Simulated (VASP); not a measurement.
## A VASP 6.6.1 single-point calculation on PbS

INCAR

```
GGA = PE
NELM = 120
LASPH = .TRUE.
ENCUT = 520
LWAVE = .FALSE.
LREAL = Auto
ISMEAR = 1
SIGMA = 0.005
IBRION = -1
ISIF = 2
EDIFF = 1E-7
PREC = Accurate
LCHARG = .FALSE.
NSW = 0
NBANDS = 17
```

KPOINTS

```
KPOINTS created by Atomic Simulation Environment
0
Gamma
8 8 8
0 0 0
```

POSCAR

```
Pb S
 1.0000000000000000
     0.0000000000000000    3.0768496564999999    2.9648249019000001
     3.0768496564999999    0.0000000000000000    2.9648249019000001
     3.0768496564999999    3.0768496564999999    0.0000000000000000
 Pb  S
   1   1
Cartesian
  0.0000000000000000  0.0000000000000000  0.0000000000000000
  3.0768496564999999  3.0768496564999999  2.9648249019000001
```

The recommended PBE PAW datasets give the neutral cell 20 valence electrons.

Command

```
mpirun -np 1 vasp_std
```

OSZICAR

```
N       E                     dE             d eps       ncg     rms          rms(c)
DAV:   1     0.158594245802E+03    0.15859E+03   -0.95581E+03  2014   0.120E+03
DAV:   2     0.310423499976E+01   -0.15549E+03   -0.14979E+03  2160   0.312E+02
DAV:   3    -0.898358765770E+01   -0.12088E+02   -0.12005E+02  2564   0.917E+01
DAV:   4    -0.928854706021E+01   -0.30496E+00   -0.30471E+00  2610   0.162E+01
DAV:   5    -0.929984503089E+01   -0.11298E-01   -0.11297E-01  2910   0.304E+00    0.421E+00
DAV:   6    -0.873951365808E+01    0.56033E+00   -0.16724E+00  3107   0.808E+00    0.293E+00
DAV:   7    -0.874177262464E+01   -0.22590E-02   -0.14945E-01  2356   0.189E+00    0.178E+00
DAV:   8    -0.874573121180E+01   -0.39586E-02   -0.19826E-02  2442   0.143E+00    0.423E-01
DAV:   9    -0.874489952661E+01    0.83169E-03   -0.44150E-03  3122   0.527E-01    0.111E-01
DAV:  10    -0.874517962349E+01   -0.28010E-03   -0.47775E-04  2316   0.121E-01    0.926E-02
DAV:  11    -0.874517942631E+01    0.19718E-06   -0.62772E-05  2855   0.845E-02    0.123E-02
DAV:  12    -0.874518076743E+01   -0.13411E-05   -0.42378E-06  2508   0.199E-02    0.371E-03
DAV:  13    -0.874518076338E+01    0.40529E-08   -0.17557E-07  2689   0.448E-03
   1 F= -.87451808E+01 E0= -.87451815E+01  d E =0.226481E-05
```

Standard output (part)

```
POSCAR found type information on POSCAR PbS
 POSCAR found :  2 types and       2 ions
|     You have a (more or less) 'small supercell' and for smaller cells       |
|     it is recommended to use the reciprocal-space projection scheme!        |
|     The real-space optimization is not efficient for small cells and it     |
|     is also less accurate ...                                               |
|     Therefore, set LREAL=.FALSE. in the INCAR file.                         |
 LDA part: xc-table for (Slater+PW92), standard interpolation
 POSCAR, INCAR and KPOINTS ok, starting setup
 WAVECAR not read
 entering main loop
```

From OUTCAR

```
k-points           NKPTS =     59   k-points in BZ     NKDIM =     59   number of bands    NBANDS=     17

   NELECT =      20.0000    total number of electrons

   dimension x,y,z NGX =    32 NGY =   32 NGZ =   32
   dimension x,y,z NGXF=    64 NGYF=   64 NGZF=   64

  energy-cutoff  :      520.00
  volume of cell :       56.14
      direct lattice vectors                 reciprocal lattice vectors
     0.000000000  3.076849656  2.964824902    -0.162503878  0.162503878  0.168644023
     3.076849656  0.000000000  2.964824902     0.162503878 -0.162503878  0.168644023
     3.076849656  3.076849656  0.000000000     0.162503878  0.162503878 -0.168644023

 k-points in reciprocal lattice and weights: KPOINTS created by Atomic Simulation Env
   0.00000000  0.00000000  0.00000000       0.002
   0.12500000  0.00000000  0.00000000       0.016
   0.25000000  0.00000000  0.00000000       0.016
   0.37500000 -0.00000000  0.00000000       0.016
   0.50000000  0.00000000  0.00000000       0.008
   0.12500000  0.12500000  0.00000000       0.004
   0.25000000  0.12500000  0.00000000       0.016
   0.37500000  0.12500000  0.00000000       0.016
   ...

 E-fermi :   4.8588

 k-point     1 :       0.0000    0.0000    0.0000
  band No.  band energies     occupation
      1     -11.8378      2.00000
      2     -11.8251      2.00000
      3     -11.8238      2.00000
      4     -11.8238      2.00000
      5     -11.7989      2.00000
      6      -8.0777      2.00000
      7      -1.2610      2.00000
      8       2.8694      2.00000
      9       3.1677      2.00000
     10       3.1677      2.00000
     11       9.6354      0.00000
     12       9.6354      0.00000
     13      10.4348      0.00000
     14      11.7360      0.00000
     15      11.7360      0.00000
     16      11.9556      0.00000
     17      13.4108      0.00000

 k-point     2 :       0.1250    0.0000    0.0000
  band No.  band energies     occupation
      1     -11.8362      2.00000
      2     -11.8277      2.00000
      3     -11.8218      2.00000
      4     -11.8185      2.00000
      5     -11.8007      2.00000
      6      -7.9599      2.00000
      7      -1.6130      2.00000
      8       2.9919      2.00000
      9       3.1882      2.00000
     10       3.3509      2.00000
     11       8.6758      0.00000
     12       9.0051      0.00000
     13       9.6026      0.00000
     14      11.7087      0.00000
     15      12.0959      0.00000
     16      12.2040      0.00000
     17      14.4182      0.00000

 k-point     3 :       0.2500    0.0000    0.0000
  band No.  band energies     occupation
      1     -11.8346      2.00000
      2     -11.8342      2.00000
      3     -11.8195      2.00000
      4     -11.8051      2.00000
      5     -11.8010      2.00000
      6      -7.6359      2.00000
      7      -2.4063      2.00000
      8       3.1708      2.00000
      9       3.2505      2.00000
     10       3.8516      2.00000
     11       7.2146      0.00000
     12       7.9716      0.00000
     13       8.3949      0.00000
     14      11.8500      0.00000
     15      12.9597      0.00000
     16      12.9821      0.00000
     17      16.1828      0.00000

 ...

  Total       -0.9894875     -0.9894875      0.2983722      0.0000000     -0.0000000      0.0000000
  in kB      -28.2409490    -28.2409490      8.5158357      0.0000000     -0.0000000      0.0000000
  external PRESSURE =     -15.9886875 kB  Pullay stress =       0.0000000 kB

 POSITION                                       TOTAL-FORCE (eV/Angst)
 -----------------------------------------------------------------------------------
      0.00000      0.00000      0.00000         0.000000     -0.000000      0.000000
      3.07685      3.07685      2.96482        -0.000000      0.000000      0.000000
 -----------------------------------------------------------------------------------
    total drift:                                0.000000     -0.000000     -0.000000

  FREE ENERGIE OF THE ION-ELECTRON SYSTEM (eV)
  ---------------------------------------------------
  free  energy   TOTEN  =        -8.7451807634 eV

  energy  without entropy=       -8.7451830282  energy(sigma->0) =       -8.74518152
```

It converged. Results: gap between bands v and c on the k mesh 0.57 eV; least direct gap on the k mesh 0.57 eV; pressure -1.6 GPa. Band v is the last that the valence electrons fill when counted band by band, and c is the next.

For comparison, a separate PBE run of the intended cell, on usual settings and not on those above, gives a gap of 0.57 eV on its mesh and a pressure of -1.6 GPa.

The run above took about 63 s on one core of a shared host (Intel Xeon Platinum 8488C) and held 0.19 GiB at most.
